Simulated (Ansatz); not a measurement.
**HW16C16: course of a relaxation**

The calculation used DFT PBE, scalar-relativistic, plane waves, PAW (Ansatz 0.2.0). Settings: 420 eV cutoff, 5×5×5 k-mesh, Gaussian smearing of 0.10 eV, no spin polarisation.

What was changed: H interstitial, charge +0, atoms relaxed at the host's cell.

Spin-orbit coupling is left out, which matters for the bands and energies of heavy elements.

In a supercell of 33 atoms the defect feels its periodic images, and the cell reads as a metal on the mesh, so a level in the gap can't be told from a carrier in the bands.

Spin polarisation was left out.

Command:

```bash
ansatz run input.yaml --threads 4 --pin off --max-ram 10240MiB --backend cpu --events-out ev --progress --plain --runs-dir out
```

Input:

```yaml
crystal:
  lattice:
    - [4.3826022393, -2.5302965827, 5.6942504921]
    - [4.3826022393, -2.5302965827, -5.6942504921]
    - [-1.460867413, 7.5908897479, 0.0]
  atoms:
    - { symbol: W, position: [0.875, 0.875, 0.25] }
    - { symbol: W, position: [0.125, 0.625, 0.25] }
    - { symbol: W, position: [0.375, 0.375, 0.25] }
    - { symbol: W, position: [0.625, 0.125, 0.25] }
    - { symbol: W, position: [0.0, 0.5, 0.5] }
    - { symbol: W, position: [0.25, 0.25, 0.5] }
    - { symbol: W, position: [0.5, 0.0, 0.5] }
    - { symbol: W, position: [0.875, 0.375, 0.75] }
    - { symbol: W, position: [0.125, 0.125, 0.75] }
    - { symbol: W, position: [0.375, 0.875, 0.75] }
    - { symbol: W, position: [0.007910468, 1.0070715253, 0.0012004306] }
    - { symbol: W, position: [0.75, 0.75, 0.5] }
    - { symbol: W, position: [0.625, 0.625, 0.75] }
    - { symbol: W, position: [0.2519500767, 0.7507323382, 0.0044556056] }
    - { symbol: W, position: [0.5, 0.5, 0.0] }
    - { symbol: W, position: [0.75, 0.25, 0.0] }
    - { symbol: C, position: [0.3136834024, 0.0838518865, 0.2362236516] }
    - { symbol: C, position: [0.5833333333, 0.8333333333, 0.25] }
    - { symbol: C, position: [0.8333333333, 0.5833333333, 0.25] }
    - { symbol: C, position: [0.0833333333, 0.3333333333, 0.25] }
    - { symbol: C, position: [0.4583333333, 0.7083333333, 0.5] }
    - { symbol: C, position: [0.7083333333, 0.4583333333, 0.5] }
    - { symbol: C, position: [0.9583333333, 0.2083333333, 0.5] }
    - { symbol: C, position: [0.3333333333, 0.5833333333, 0.75] }
    - { symbol: C, position: [0.5833333333, 0.3333333333, 0.75] }
    - { symbol: C, position: [0.8333333333, 0.0833333333, 0.75] }
    - { symbol: C, position: [0.4583333333, 0.2083333333, 0.0] }
    - { symbol: C, position: [0.2083333333, 0.9583333333, 0.5] }
    - { symbol: C, position: [0.0833333333, 0.8333333333, 0.75] }
    - { symbol: C, position: [0.7083333333, 0.9583333333, 0.0] }
    - { symbol: C, position: [0.9717793156, 0.7123771976, 0.0008711056] }
    - { symbol: C, position: [0.2083333333, 0.4583333333, 0.0] }
    - { symbol: H, position: [0.1300678157, 0.8796344143, 0.0520558956] }
basis:
  ecutwfc: 420
  xc_grid: 2
kpoints:
  mp_grid: { grid: [5, 5, 5], shift: [0.0, 0.0, 0.0] }
hamiltonian:
  xc: pbe
scf:
  occupations: { method: gaussian, width: 0.1 }
output:
  forces: true
  stress: false
  eigenvalues: true
relax:
  adjacent_minimum: "off"
  f_tol: 0.025
  max_steps: 45
```

F is the free energy.

Steps (first and last ten):

| step | F − F(1) (eV) | largest force component (eV/Å) |
| --- | --- | --- |
| 1 | 0.0000 | 8.084 |
| 2 | -1.7320 | 2.161 |
| 3 | -2.2874 | 2.079 |
| 4 | -2.7392 | 1.241 |
| 5 | -2.9601 | 0.849 |
| 6 | -3.0774 | 0.350 |
| 7 | -3.1160 | 0.158 |
| 8 | -3.1180 | 0.023 |
| 9 | -3.1180 | 0.023 |
| 10 | -3.1181 | 0.005 |
| 19 | -3.1266 | 0.121 |
| 20 | -3.1335 | 0.163 |
| 21 | -3.1401 | 0.212 |
| 22 | -3.1751 | 0.339 |
| 23 | -3.2822 | 0.770 |
| 24 | -3.4769 | 0.810 |
| 25 | -3.6438 | 0.535 |
| 26 | -3.7009 | 0.089 |
| 27 | -3.7098 | 0.036 |
| 28 | -3.7103 | 0.004 |

Relaxed structure:

```yaml
crystal:
  lattice:
    - [4.38260, -2.53030, 5.69425]
    - [4.38260, -2.53030, -5.69425]
    - [-1.46087, 7.59089, 0.00000]
  atoms:
    - { symbol: W, position: [0.87069, 0.87790, 0.24378] }
    - { symbol: W, position: [0.11433, 0.62197, 0.24378] }
    - { symbol: W, position: [0.37026, 0.37844, 0.24378] }
    - { symbol: W, position: [0.62096, 0.12866, 0.24378] }
    - { symbol: W, position: [0.99458, 0.50225, 0.49348] }
    - { symbol: W, position: [0.24541, 0.25256, 0.49382] }
    - { symbol: W, position: [0.50266, 0.01030, 0.50248] }
    - { symbol: W, position: [0.87027, 0.37796, 0.74347] }
    - { symbol: W, position: [0.12037, 0.12808, 0.74382] }
    - { symbol: W, position: [0.37058, 0.87827, 0.74409] }
    - { symbol: W, position: [0.99537, 0.00252, 0.99375] }
    - { symbol: W, position: [0.74488, 0.75306, 0.49379] }
    - { symbol: W, position: [0.62033, 0.62804, 0.74374] }
    - { symbol: W, position: [0.24396, 0.75159, 0.98508] }
    - { symbol: W, position: [0.49487, 0.50305, 0.99377] }
    - { symbol: W, position: [0.74488, 0.25255, 0.99409] }
    - { symbol: C, position: [0.33040, 0.08922, 0.24378] }
    - { symbol: C, position: [0.58136, 0.83806, 0.24378] }
    - { symbol: C, position: [0.82724, 0.58575, 0.24378] }
    - { symbol: C, position: [0.07809, 0.33489, 0.24378] }
    - { symbol: C, position: [0.45456, 0.71165, 0.49682] }
    - { symbol: C, position: [0.70327, 0.46149, 0.49348] }
    - { symbol: C, position: [0.95381, 0.21095, 0.49349] }
    - { symbol: C, position: [0.32867, 0.58576, 0.74282] }
    - { symbol: C, position: [0.57905, 0.33730, 0.74474] }
    - { symbol: C, position: [0.82964, 0.08673, 0.74474] }
    - { symbol: C, position: [0.45357, 0.21179, 0.99408] }
    - { symbol: C, position: [0.20389, 0.96234, 0.49696] }
    - { symbol: C, position: [0.07809, 0.83634, 0.74283] }
    - { symbol: C, position: [0.70409, 0.96124, 0.99407] }
    - { symbol: C, position: [0.95071, 0.70916, 0.99060] }
    - { symbol: C, position: [0.20152, 0.45861, 0.99074] }
    - { symbol: H, position: [0.28470, 0.79686, 0.24378] }
```

The run converged. It took 37 min on 4 threads of Intel(R) Xeon(R) Platinum 8488C (Sapphire Rapids) (shared host), peak memory 3.8 GiB.